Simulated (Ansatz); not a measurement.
# Zn (Fm-3m) in Ansatz: further runs

One crystal, Zn, is run at these levels: HSE06, HSE03, HSEsol; tasks: band structure.

Program: Ansatz 0.2.0. These are calculated values, not measurements. Logs are shortened: lines on timing, memory, paths and dates and some standing lists are left out, and cuts for length are marked.

## 1. Starting point

Symmetry: Fm-3m, No. 225, cubic system. Conventional cell: a = 3.930 Å, b = 3.930 Å, c = 3.930 Å, α = 90.00°, β = 90.00°, γ = 90.00°. Zn (site symmetry m-3m) has 12 Zn at 2.78 Å as nearest neighbours.

This isn't the form of Zn at room conditions, which is hcp.

## 2. Band structure, HSE06

Input file input:

```
crystal:
  lattice:
    - [0.0, 1.964776, 1.964776]
    - [1.964776, 0.0, 1.964776]
    - [1.964776, 1.964776, 0.0]
  atoms:
    - { symbol: Zn, position: [0.0, 0.0, 0.0] }
hamiltonian:
  xc: hse06
  pseudopotentials: { kind: paw }
kpoints:
  mp_grid: { grid: [6, 6, 6] }
  band_path:
    path:
      - [[0.0, 0.0, 0.0], [0.5, 0.0, 0.5], [0.5, 0.25, 0.75], [0.375, 0.375, 0.75], [0.0, 0.0, 0.0], [0.5, 0.5, 0.5], [0.625, 0.25, 0.625], [0.5, 0.25, 0.75], [0.5, 0.5, 0.5], [0.375, 0.375, 0.75]]
      - [[0.625, 0.25, 0.625], [0.5, 0.0, 0.5]]
    npoints: 4
scf:
  occupations: { method: fermi_dirac, width: 0.05 }
  n_extra_bands: 6
output:
  forces: true
  stress: true
  eigenvalues: true
  fatbands: false
```

Potentials or basis: Ansatz PAW.

Standard output:

```text
Warning: output.stress: scf.convergence.dr2_threshold = 1e-7 eV (the SCF's general default) is looser than the 1e-10 eV advised for a printed stress (1e-10 eV for each atom of the cell: 1). What an SCF threshold leaves in a stress goes as its square root, and in the free energy as the threshold itself, and one threshold admits the most on a small cell: of the crystals measured, under no hybrid functional and no lock of the moments, on runs that ended without the residual-converged pass, on stresses that held no estimate of that error, the worst erred by over 100 MPa in a component at 1e-7 eV an atom and by under 5 at 1e-10. Set scf.convergence.dr2_threshold to 1e-10 eV or tighter. The threshold is an SCF's pass mark: one that does not reach it within its budget of iterations ends unconverged, or closes short of it on a stop that the run arms, and scf.convergence.dr2_threshold's page says what that costs each kind of run
Warning: output.stress: scf.exx.energy_threshold = 1e-6 eV is looser than the 1e-8 eV advised for a stress under a hybrid functional (1e-8 eV for each atom of the cell: 1). Every SCF of the exchange loop can meet its threshold on dr2 while the loop round them stops early: no threshold on dr2 bounds what that leaves in the stress. Set scf.exx.energy_threshold to 1e-8 eV or tighter. The threshold is the loop's pass mark: a loop that does not reach it within its budget of cycles ends unconverged, and scf.exx.energy_threshold's page has the law
scf.n_extra_bands = 6 over 6 filled bands (N_el = 12.0): the run solves 12 bands
GPUs: using 1 of 1 available (devices: 1).
Engine: ansatz 0.2.0, x86_64-unknown-linux-gnu
Pseudopotentials: kind: paw
Pseudopotential: Zn, paw, valence charge 12, recommended cutoff 420 eV (normal), Zn.paw.azcp
Functional definition: HSE06
  parameter a = 0.25
  parameter omega = 0.11/bohr
  exchange = pbe_x - a*pbe_x_sr(omega) + a*exact_x_sr(omega)
  correlation = pbe_c
device memory: the entry about to start is reckoned to put 0.4 GiB on a device that reports 76.8 GiB free (of which the cap on the GPU budget leaves the run 18.0 GiB)
GPU FFT provider: cuFFT
GPU libraries: cuBLAS 13.8.2, cuFFT 12.4.0, cuSOLVER 12.3.4
Crystal: 1 atoms, lattice volume = 15.169 Å³
Basis set: ecut = 420 eV, 307 PW (Γ), exchange–correlation on 40×40×40 points (8 copies of the dense FFT grid, shifted against one another)
Bands: 12, of which v1, the nominal top of the filled ones, is band 6 counted from 1 (5 counted from 0)
Symmetry: 48 space group operations
Space group: Fm-3m (ITA 225), of the structure as read, at distance tolerance 2.5e-5 Å
k-points: 16 of 216
Non-local potential: Zn, projectors of the file, l = 0: 2, l = 1: 2, l = 2: 3, l = 3: 1
PAW form: soft (Blöchl's): semilocal exchange-correlation on the pseudo side does not see the compensation charge
PAW frozen core: Zn, regenerated for the run's functional, and the local potential with it (the file was generated under x = pbe(κ = 0.804, μ = 0.2195149727645171), c = pbe(β = 0.06672455060314922))
PAW one-centre angular grid: Zn, 590 points (default); XC on 64 Gauss nodes
Initial density: superposition of atomic densities (neutral atoms: chi_scale 0, normalization atom), corrected by the library's trained network
Initial wavefunctions: pseudopotential atomic-orbital guess
GPU buffer pool allocated for 8000 grid points (all kernels)
GPU transforms: local potential and band sums: pruned to the plane-wave sphere, on 18×20×20
Functional: x = pbe(κ = 0.804, μ = 0.2195149727645171), c = pbe(β = 0.06672455060314922), warm-up for x = pbe(κ = 0.804, μ = 0.2195149727645171) + 0.25 (exact − pbe) at short range (hse, ω = 0.20786987370883472 Å⁻¹), c = pbe(β = 0.06672455060314922); HSE06 as pw.x's `hse` composes it (authors' and Libxc's form: `xc: wpbeh`)
SCF iter   1: F=—  HF=-3318.875062 eV  |F-HF|=—  |Δ(HF+E_count)|=         —  Δρ=3.93e-3  dr2=1.11e-3  ethr=1.77e-3  ⟨swp⟩=7.3  Hψ=918  notcnv=0
preconditioner: auto → none  [insulator: Δε(μ)=0.180 eV  Ē_g=21.237 eV  σ=0.050 eV  W_gap=0.58  n_scr=0 (ndim 8)  ℏωp=33.0 eV  f_vac=0.000  D(μ)=1.24/eV (n_scr^D=14)]
SCF iter   2: F=—  HF=-3318.874897 eV  |F-HF|=—  |Δ(HF+E_count)|=   1.65e-4  Δρ=1.84e-3  dr2=4.23e-4  ethr=9.22e-6  ⟨swp⟩=4.1  Hψ=592  notcnv=0
SCF iter   3: F=—  HF=-3318.874736 eV  |F-HF|=—  |Δ(HF+E_count)|=   1.61e-4  Δρ=7.72e-4  dr2=6.27e-5  ethr=3.53e-6  ⟨swp⟩=3.0  Hψ=343  notcnv=0
iter 4 solved again at ethr=1.56e-8 eV; its pass at ethr=5.23e-7 eV (dr2=1.87e-6 eV) is discarded
SCF iter   4: F=—  HF=-3318.874747 eV  |F-HF|=—  |Δ(HF+E_count)|=   1.18e-5  Δρ=1.63e-4  dr2=1.97e-6  ethr=1.56e-8  ⟨swp⟩=3.5  Hψ=627  notcnv=0
SCF iter   5: F=—  HF=-3318.874747 eV  |F-HF|=—  |Δ(HF+E_count)|=   5.30e-8  Δρ=4.91e-5  dr2=2.09e-7  ethr=1.56e-8  ⟨swp⟩=3.0  Hψ=322  notcnv=0
SCF iter   6: F=—  HF=-3318.874747 eV  |F-HF|=—  |Δ(HF+E_count)|=   4.37e-8  Δρ=1.14e-5  dr2=1.07e-8  ethr=1.74e-9  ⟨swp⟩=2.1  Hψ=292  notcnv=0
SCF iter   7: F=—  HF=-3318.874747 eV  |F-HF|=—  |Δ(HF+E_count)|=  8.30e-10  Δρ=1.34e-6  dr2=9.47e-11  ethr=8.92e-11  ⟨swp⟩=3.9  Hψ=409  notcnv=0
SCF iter   8: F=-3318.874747 eV  HF=-3318.874747 eV  |F-HF|=1.36e-12  |Δ(HF+E_count)|=  3.37e-10  Δρ=1.72e-7  dr2=1.73e-12  ethr=1.00e-12  ⟨swp⟩=4.0  Hψ=462  notcnv=0
SCF 1 converged in 8 iterations: F = -3318.874747 eV  dr2 = 1.73e-12
device memory: the entry about to start is reckoned to put 1.0 GiB on a device that reports 77.2 GiB free (of which the cap on the GPU budget leaves the run 18.0 GiB)
GPU FFT provider: cuFFT
GPU libraries: cuBLAS 13.8.2, cuFFT 12.4.0, cuSOLVER 12.3.4
Initial density: handed on by an earlier stage of this run
Initial wavefunctions: those handed on with the density
GPU buffer pool allocated for 8000 grid points (all kernels)
GPU transforms: local potential and band sums: pruned to the plane-wave sphere, on 18×20×20
Functional: x = pbe(κ = 0.804, μ = 0.2195149727645171) + 0.25 (exact − pbe) at short range (hse, ω = 0.20786987370883472 Å⁻¹), c = pbe(β = 0.06672455060314922); HSE06 as pw.x's `hse` composes it (authors' and Libxc's form: `xc: wpbeh`)
Exchange kernel: α = 0.2500, screened, ω = 0.2079 Å⁻¹, Wigner–Seitz truncation, v(0) = 1032.1018 eV·Å³, q-mesh 6×6×6, nearest image of the exchange supercell L = 16.67 Å, pair-density grid 12×12×12, without the augmentation charges, whose exchange is taken in its separable form by FFT convolution over the k-point mesh (sized by the pseudopotential files, 16×16×16 at the most), smooth part of the exact exchange by density-matrix convolution in up to 890.9 MiB of GPU memory as planned if the GPU has room (build and FFT work areas not counted)
Frozen-core exchange: fock
iter 1 solved again at ethr=8.41e-4 eV; its pass at ethr=1.00e-1 eV (dr2=1.01e-1 eV) is discarded
SCF iter   1: F=—  HF=-3318.809446 eV  |F-HF|=—  |Δ(HF+E_count)|=         —  Δρ=3.68e-2  dr2=1.03e-1  ethr=8.41e-4  ⟨swp⟩=2.2  Hψ=775  notcnv=0
preconditioner: auto → none  [insulator: Δε(μ)=0.426 eV  Ē_g=24.595 eV  σ=0.050 eV  W_gap=0.67  n_scr=0 (ndim 8)  ℏωp=33.0 eV  f_vac=0.000  D(μ)=1.00/eV (n_scr^D=14)]
SCF iter   2: F=—  HF=-3318.781574 eV  |F-HF|=—  |Δ(HF+E_count)|=   2.79e-2  Δρ=3.73e-3  dr2=1.98e-3  ethr=8.40e-4  ⟨swp⟩=3.2  Hψ=561  notcnv=0
SCF iter   3: F=—  HF=-3318.776151 eV  |F-HF|=—  |Δ(HF+E_count)|=   5.42e-3  Δρ=4.97e-3  dr2=1.58e-3  ethr=1.54e-5  ⟨swp⟩=4.0  Hψ=626  notcnv=0
SCF iter   4: F=—  HF=-3318.776103 eV  |F-HF|=—  |Δ(HF+E_count)|=   4.78e-5  Δρ=7.04e-4  dr2=2.95e-5  ethr=1.27e-5  ⟨swp⟩=2.4  Hψ=300  notcnv=0  defer=1
SCF iter   5: F=-3318.776110 eV  HF=-3318.776110 eV  |F-HF|=1.44e-7  |Δ(HF+E_count)|=   7.15e-6  Δρ=3.65e-5  dr2=2.27e-7  ethr=2.33e-7  ⟨swp⟩=3.4  Hψ=361  notcnv=0
SCF 2 stopped early in 5 iterations: F = -3318.776110 eV  dr2 = 2.27e-7
hybrid outer 1: dexx = +5.667e-3 eV, tail = 3.04e-5 eV
GPU FFT provider: cuFFT
GPU libraries: cuBLAS 13.8.2, cuFFT 12.4.0, cuSOLVER 12.3.4
GPU buffer pool allocated for 8000 grid points (all kernels)
GPU transforms: local potential and band sums: pruned to the plane-wave sphere, on 18×20×20
Exchange kernel: α = 0.2500, screened, ω = 0.2079 Å⁻¹, Wigner–Seitz truncation, v(0) = 1032.1018 eV·Å³, q-mesh 6×6×6, nearest image of the exchange supercell L = 16.67 Å, pair-density grid 12×12×12, without the augmentation charges, whose exchange is taken in its separable form by FFT convolution over the k-point mesh (sized by the pseudopotential files, 16×16×16 at the most), smooth part of the exact exchange by density-matrix convolution in up to 890.9 MiB of GPU memory as planned if the GPU has room (build and FFT work areas not counted)
Frozen-core exchange: fock
SCF iter   1: F=—  HF=-3318.775947 eV  |F-HF|=—  |Δ(HF+E_count)|=         —  Δρ=6.03e-5  dr2=4.71e-7  ethr=1.27e-6  ⟨swp⟩=3.9  Hψ=491  notcnv=0
preconditioner: auto → none  [insulator: Δε(μ)=0.507 eV  Ē_g=24.152 eV  σ=0.050 eV  W_gap=0.67  n_scr=0 (ndim 8)  ℏωp=33.0 eV  f_vac=0.000  D(μ)=1.01/eV (n_scr^D=14)]
SCF iter   2: F=—  HF=-3318.775947 eV  |F-HF|=—  |Δ(HF+E_count)|=   1.83e-7  Δρ=3.48e-5  dr2=6.59e-8  ethr=3.41e-9  ⟨swp⟩=4.1  Hψ=464  notcnv=0
SCF iter   3: F=-3318.775947 eV  HF=-3318.775947 eV  |F-HF|=3.14e-9  |Δ(HF+E_count)|=   4.35e-9  Δρ=1.41e-5  dr2=8.54e-9  ethr=5.09e-10  ⟨swp⟩=2.9  Hψ=328  notcnv=0  defer=2
SCF 3 converged in 3 iterations: F = -3318.775947 eV  dr2 = 8.54e-9
  Residual-converged pass: ⟨swp⟩=3.6  Hψ=389  notcnv=0  max |occ|·‖R‖ = 2.4e-6 eV (tolerance 2.4e-6 eV)  dr2=7.25e-9  dr2_onsite=3.59e-9  max |Δocc| = 4.2e-12
hybrid outer 2: dexx = +3.256e-7 eV, tail = 3.28e-8 eV, Δε = 9.79e-3 eV (about 4.86e-4 eV left of the loop's levels)
device memory: the entry about to start is reckoned to put 0.3 GiB on a device that reports 68.8 GiB free (of which the cap on the GPU budget leaves the run 18.0 GiB)
NSCF: frozen V_eff on 42 k-points, pencils in batches of 32, up to order 56
hybrid SCF converged: 2 outer / 8 inner (+8 warm-up), last move |dexx| = 3.26e-7 eV, tail = 3.28e-8 eV
Stability not checked: this state was not tested for a lower state beside it, because the functional holds exact exchange (a hybrid, or Hartree-Fock), whose exchange loop this test does not read (fock_operator; see scf.lower_state_search)
Free energy (F): -3318.775947 eV
Frozen-core exchange: fock
Harris-Foulkes:  -3318.775947 eV  (|F-HF|=3.14e-9)
Internal energy: -3318.768427 eV  (E = F + TS)
E sigma→0 (E₀):  -3318.772187 eV
Entropy (-TS):   -0.007520 eV (-7.520 meV/atom)
Fermi energy:    11.301481 eV
--- Per-component energies (eV) ---
  E_band       = 24.969480
  E_kinetic    = 130.482400
  E_local      = -1539.226391  (includes V_loc(G=0)·N_el)
  E_nonlocal   = 615.480295
  E_hartree    = 649.721769
  E_xc         = -108.925189
  E_vxc        = -41.742855  (∫ρ·V_xc dr)
  E_exx        = -41.416732  (= α·E_x^exact, valence–valence)
  E_paw        = -1815.853122  (= ΣΔE_a)
  E_vpaw       = -356.631524  (= ΣTr[D̂ρ^β])
  E_aug_tail   = -0.000374  (compensation charges beyond the density's cutoff)
  E_ewald      = -1209.671730
  E_core_change = 0.640667  (= ΣΔE_core)
  E_smearing   = -0.007520  (= −TS)
  E_closure    = -0.000018  (closes the sum)
  Σ components = -3318.775947   (vs F -3318.775947, Δ=0.00e0)
--- Forces (eV/Å), atoms counted from 1 ---
  atom   1  Zn     0.00000000    -0.00000000     0.00000000
  max |Σ_I F_I| component: 7.57e-29 eV/Å
--- Stress (GPa, compression-positive) ---
       -0.492122      -0.000000      -0.000000
       -0.000000      -0.492122       0.000000
        0.000000       0.000000      -0.492122
  P = ⅓ Tr σ = -0.4921 GPa (-4.921 kbar)
--- Band table (eV; the first three rows and the last of 16) ---
  k-point 0: bands = ["-0.6750", "1.0526", "1.0526", "1.0526", "1.4242", "1.4242", "30.3914", "30.5085", "30.5085", "30.5085", "32.9123", "32.9123"]
  k-point 1: bands = ["0.1814", "1.0856", "1.1234", "1.1234", "1.4227", "1.4227", "23.0015", "28.8825", "28.8825", "30.1324", "35.5049", "35.8268"]
  k-point 2: bands = ["0.5324", "1.0965", "1.0965", "1.5986", "1.5986", "3.5136", "15.2904", "27.6977", "27.6977", "29.3990", "32.1901", "32.1901"]
  k-point 15: bands = ["0.6441", "0.6995", "1.3543", "1.5440", "1.8184", "11.5556", "13.9086", "15.7481", "16.7619", "29.7153", "30.8427", "38.7878"]
```

Run time: 21 s. Hardware: 1 × NVIDIA H100 80GB HBM3 with 2 threads of AMD EPYC 7R13 (Zen 3), shared host; peak memory 1.4 GiB.

What came out:

```yaml
Free_energy: -3318.7759 eV
Pressure: -0.5 GPa
Band_gap_on_the_k_mesh: none (metal or under the smearing width)
```

Levels at the corners of the path, in eV from the Fermi level:
```csv
point,band 2,band 3,band 4,band 5,band 6,band 7,band 8,band 9,band 10,band 11
Γ,-10.25,-10.25,-10.25,-9.88,-9.88,19.09,19.21,19.21,19.21,21.61
X,-10.85,-9.59,-9.48,-9.48,-1.47,1.76,8.92,8.92,12.41,13.95
W,-10.31,-10.31,-9.84,-9.48,2.12,2.12,3.58,3.96,22.55,22.72
K,-10.51,-9.90,-9.77,-9.58,0.47,1.48,2.74,10.53,13.97,22.38
Γ,-10.25,-10.25,-10.25,-9.88,-9.88,19.09,19.21,19.21,19.21,21.61
L,-10.26,-10.26,-9.57,-9.57,-3.65,-1.79,16.13,16.13,17.67,19.48
U,-10.51,-9.90,-9.77,-9.58,0.47,1.48,2.74,10.53,13.97,22.38
W,-10.31,-10.31,-9.84,-9.48,2.12,2.12,3.58,3.96,22.55,22.72
L,-10.26,-10.26,-9.57,-9.57,-3.65,-1.79,16.13,16.13,17.67,19.48
K,-10.51,-9.90,-9.77,-9.58,0.47,1.48,2.74,10.53,13.97,22.38
U,-10.51,-9.90,-9.77,-9.58,0.47,1.48,2.74,10.53,13.97,22.38
X,-10.85,-9.59,-9.48,-9.48,-1.47,1.76,8.92,8.92,12.41,13.95
```

Caveat: the k mesh is coarse (spacing up to 0.46 Å⁻¹), so the values aren't converged, least of all with exact exchange; the PAW data sets come from PBE, with cores solved anew for the run's functional, which leaves a small shift of forces and pressure; the thresholds are loose for stress.

## 3. Band structure, HSE03

input, as its differences from that of step 2:

```diff
@@ -8,3 +8,3 @@
 hamiltonian:
-  xc: hse06
+  xc: { exchange: pbe, correlation: pbe, exx: { coeff: 0.25, omega: 0.3 } }
   pseudopotentials: { kind: paw }
```

Potentials or basis: Ansatz PAW.

It took 22 s on 1 × NVIDIA H100 80GB HBM3 with 2 threads of AMD EPYC 7R13 (Zen 3), shared host; peak memory 1.4 GiB.

Results (log left out):

| Property | Result |
| --- | --- |
| Free energy | -3318.7694 eV |
| Pressure | -0.2 GPa |
| Band gap on the k mesh | none (metal or under the smearing width) |

Levels at the corners of the path, in eV from the Fermi level:
| point | band 2 | band 3 | band 4 | band 5 | band 6 | band 7 | band 8 | band 9 | band 10 | band 11 |
| --- | --- | --- | --- | --- | --- | --- | --- | --- | --- | --- |
| Γ | -10.04 | -10.04 | -10.04 | -9.67 | -9.67 | 18.98 | 19.07 | 19.07 | 19.07 | 21.49 |
| X | -10.64 | -9.39 | -9.28 | -9.28 | -1.39 | 1.72 | 8.81 | 8.81 | 12.30 | 13.82 |
| W | -10.09 | -10.09 | -9.63 | -9.28 | 2.10 | 2.10 | 3.49 | 3.92 | 22.42 | 22.60 |
| K | -10.30 | -9.69 | -9.56 | -9.38 | 0.48 | 1.48 | 2.69 | 10.41 | 13.86 | 22.25 |
| Γ | -10.04 | -10.04 | -10.04 | -9.67 | -9.67 | 18.98 | 19.07 | 19.07 | 19.07 | 21.49 |
| L | -10.04 | -10.04 | -9.36 | -9.36 | -3.52 | -1.75 | 16.00 | 16.00 | 17.56 | 19.36 |
| U | -10.30 | -9.69 | -9.56 | -9.38 | 0.48 | 1.48 | 2.69 | 10.41 | 13.86 | 22.25 |
| W | -10.09 | -10.09 | -9.63 | -9.28 | 2.10 | 2.10 | 3.49 | 3.92 | 22.42 | 22.60 |
| L | -10.04 | -10.04 | -9.36 | -9.36 | -3.52 | -1.75 | 16.00 | 16.00 | 17.56 | 19.36 |
| K | -10.30 | -9.69 | -9.56 | -9.38 | 0.48 | 1.48 | 2.69 | 10.41 | 13.86 | 22.25 |
| U | -10.30 | -9.69 | -9.56 | -9.38 | 0.48 | 1.48 | 2.69 | 10.41 | 13.86 | 22.25 |
| X | -10.64 | -9.39 | -9.28 | -9.28 | -1.39 | 1.72 | 8.81 | 8.81 | 12.30 | 13.82 |

Caveat: the k mesh is coarse (spacing up to 0.46 Å⁻¹), so the values aren't converged, least of all with exact exchange; the PAW data sets come from PBE, with cores solved anew for the run's functional, which leaves a small shift of forces and pressure; the thresholds are loose for stress.

## 4. Band structure, HSEsol

input, as its differences from that of step 3:

```diff
@@ -8,3 +8,6 @@
 hamiltonian:
-  xc: { exchange: pbe, correlation: pbe, exx: { coeff: 0.25, omega: 0.3 } }
+  xc:
+    exchange: hjs_pbesol
+    correlation: pbesol
+    exx: { coeff: 0.25, omega: 0.207 }
   pseudopotentials: { kind: paw }
```

Wall time 22 s (1 × NVIDIA H100 80GB HBM3 with 2 threads of AMD EPYC 7R13 (Zen 3), shared host); peak memory 1.4 GiB.

Results (log left out):

```yaml
Free_energy: -3291.5479 eV
Pressure: -4.1 GPa
Band_gap_on_the_k_mesh: none (metal or under the smearing width)
```

Levels at the corners of the path, in eV from the Fermi level:
| point | band 4 | band 5 | band 6 | band 7 | band 8 | band 9 |
| --- | --- | --- | --- | --- | --- | --- |
| Γ | -10.22 | -9.85 | -9.85 | 19.15 | 19.18 | 19.18 |
| X | -9.45 | -9.45 | -1.45 | 1.76 | 8.92 | 8.92 |
| W | -9.80 | -9.45 | 2.14 | 2.14 | 3.55 | 4.00 |
| K | -9.74 | -9.55 | 0.49 | 1.49 | 2.74 | 10.52 |
| Γ | -10.22 | -9.85 | -9.85 | 19.15 | 19.18 | 19.18 |
| L | -9.54 | -9.54 | -3.62 | -1.79 | 16.10 | 16.10 |
| U | -9.74 | -9.55 | 0.49 | 1.49 | 2.74 | 10.52 |
| W | -9.80 | -9.45 | 2.14 | 2.14 | 3.55 | 4.00 |
| L | -9.54 | -9.54 | -3.62 | -1.79 | 16.10 | 16.10 |
| K | -9.74 | -9.55 | 0.49 | 1.49 | 2.74 | 10.52 |
| U | -9.74 | -9.55 | 0.49 | 1.49 | 2.74 | 10.52 |
| X | -9.45 | -9.45 | -1.45 | 1.76 | 8.92 | 8.92 |

Caveat: the k mesh is coarse (spacing up to 0.46 Å⁻¹), so the values aren't converged, least of all with exact exchange; the PAW data sets come from PBE, with cores solved anew for the run's functional, which leaves a small shift of forces and pressure; the thresholds are loose for stress.

## 5. Summary

| level | gap on the mesh (eV) | pressure (GPa) |
| --- | --- | --- |
| HSE06 | none | -0.5 |
| HSE03 | none | -0.2 |
| HSEsol | none | -4.1 |

Alike in all rows: task band structure; potentials or basis Ansatz PAW; no spin polarisation; cell as given; k mesh 6 × 6 × 6; cutoff (eV) 420; smearing fermi-dirac 0.05 eV; the mesh is coarse, so values aren't converged.

Caveats: all runs use coarse meshes; the PAW data sets come from PBE, with cores solved anew for the run's functional, which leaves a small shift of forces and pressure; the thresholds are loose for stress.

Total energies depend on the potentials used, so only differences within one code and one set of settings carry meaning.
